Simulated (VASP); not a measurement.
Runs of VASP 6.6.1 on KF. All rows change the cell; the cell of one of them follows. Symmetry: P4/mmm, No. 123, tetragonal system. Conventional cell: a = 3.105 Å, b = 3.105 Å, c = 3.179 Å, α = 90.00°, β = 90.00°, γ = 90.00°. K (site symmetry 4/mmm) is surrounded by 8 F at 2.71 Å and 4 K at 3.11 Å. F (site symmetry 4/mmm) has 8 K at 2.71 Å and 4 F at 3.11 Å as nearest neighbours. The cell was built by a generator and needn't be a form met in nature.

```csv
level,cell,k mesh,smearing,exchange at q = 0,grid for exact exchange (PRECFOCK),screening parameter,gap on the mesh (eV),pressure (GPa)
HSE06,biaxial_xy strain -2.3%,6 × 6 × 6,gaussian 0.01 eV,truncated,Normal,0.2079 1/A,9.27,4.1
PBE,biaxial_xy strain -2.3%,8 × 8 × 8,fermi-dirac 0.02 eV,-,-,-,(b),(a)
PBE,shear_111 strain +1.4%,8 × 8 × 8,fermi-dirac 0.02 eV,-,-,-,6.69,2.4
r2SCAN,uniaxial_z strain -0.4%,8 × 8 × 8,gaussian 0.01 eV,-,-,-,(c),0.2
```

Alike in all rows: task single point; potentials or basis VASP PAW PBE potentials, release 64 (K_sv, F); no spin polarisation; cutoff (eV) 520.

Task: Estimate the missing entries.

Result: (a) 5.5; (b) 7.14; (c) 7.75.

Caveats: the PAW data sets were made with another functional, which shifts forces and pressure a little (some runs).

A k mesh can miss the band edges.
